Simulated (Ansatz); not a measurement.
Here is an Ansatz 0.2.0 calculation.

File input.yaml:

```yaml
crystal:
  lattice:
    - [-1.56042162, 1.56042162, 4.22180559]
    - [1.56042162, -1.56042162, 4.22180559]
    - [1.56042162, 1.56042162, -4.22180559]
  atoms:
    - { symbol: Ru, position: [0.0, 0.0, 0.0] }
    - { symbol: Al, position: [0.34079781, 0.34079781, 0.0] }
    - { symbol: Al, position: [0.65920219, 0.65920219, 0.0] }
hamiltonian:
  xc: pbesol
  pseudopotentials: { kind: paw }
kpoints:
  mp_grid: { grid: [12, 12, 12] }
scf:
  occupations: { method: fermi_dirac, width: 0.05 }
output:
  forces: true
  stress: true
  eigenvalues: true
  write_density: true
  write_potential: true
  elf: true
  volumetric_format: npy
relax:
  f_tol: 0.01
  max_steps: 40
  cell: { stress_tol: 0.05, p_target: 5.0 }
```

Potentials or basis: Ansatz PAW.

Run with:

```bash
$ ansatz run input.yaml --threads 2 --pin off --max-ram 5632MiB --backend cpu --events-out ev --progress --plain --runs-dir out
```

Problem. Estimate the band gap on the k mesh.

Solution. None (metal or under the smearing width).

Problem. What does it give for the relaxed cell?

Solution. a = 4.711 Å, b = 4.711 Å, c = 4.711 Å, α = 141.65°, β = 141.65°, γ = 55.36°.

Problem. What does it give for the space group after relaxing (to 0.05 Å)?

Solution. I4/mmm (No. 139).

Problem. Estimate the relaxed volume.

Solution. 13.32 Å³/atom.

The path:
| step | energy change (eV) | largest force (eV/Å) | volume (Å³) |
| --- | --- | --- | --- |
| 1 | 0.0000 | 0.0476 | 41.12 |
| 2 | 0.0267 | 0.0018 | 39.65 |
| 3 | 0.0151 | 0.0059 | 39.98 |
| 4 | 0.0156 | 0.0000 | 39.96 |
| 5 | 0.0159 | 0.0000 | 39.96 |

Caveat: the plane-wave basis is chosen anew once the cell has moved, so the energies of steps on either side of that aren't comparable; the PAW data sets come from PBE, with cores solved anew for the run's functional, which leaves a small shift of forces and pressure.
